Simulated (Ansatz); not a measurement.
## Levels at Γ against strain in SrCl2

```
CELL_PARAMETERS angstrom
0.00000 3.48550 3.48550
3.48550 0.00000 3.48550
3.48550 3.48550 0.00000
ATOMIC_POSITIONS crystal
Sr 0.00000 0.00000 0.00000
Cl 0.25000 0.25000 0.25000
Cl 0.75000 0.75000 0.75000
```

Atoms are numbered in the order listed.

The cell comes from COD entry 1541509, which wasn't checked; take it as a given geometry.

Theory: Ansatz 0.2.0, DFT, LDA, all-electron LAPW, scalar-relativistic.

Sampling and basis: a Γ-centred 8×8×8 k mesh, Fermi–Dirac smearing of 0.01 eV, basis error target 1 meV/atom, no spin polarisation.

The strain is applied along the Cartesian axes of the cell as listed (the other components stay zero). Fractional coordinates are held (clamped ions).

The valence-band top of this crystal doesn't lie at Γ but 0.35 eV above the top filled level there.

Only quantities that a quadratic follows smoothly over the whole series are listed; rougher ones are left out.

```csv
εzz,"direct gap at Γ, from the mean of the top three filled levels (eV)",singlet less doublet of the top filled triplet at Γ (eV)
-0.0200,5.307,0.162
-0.0100,5.275,0.079
0.0000,5.237,0.000
0.0200,5.143,-0.148
```

(1) Fit the series and give the slopes at zero strain.

(2) One run, at εzz = 0.0100, is withheld. Predict its row.

Results:

(1) Least-squares fits y = p0 + p1 x + p2 x² to the rows give direct gap at Γ, from the mean of the top three filled levels (eV): p1 = -4.1, p2 = -30; singlet less doublet of the top filled triplet at Γ (eV): p1 = -7.75, p2 = 18. Without spin–orbit coupling the singlet lies 3b(εzz − εxx) above the doublet in the usual convention, so the shear deformation potential is b = -2.58 eV.

(2) The fits give 5.193, -0.076; the run gave 5.193, -0.076.
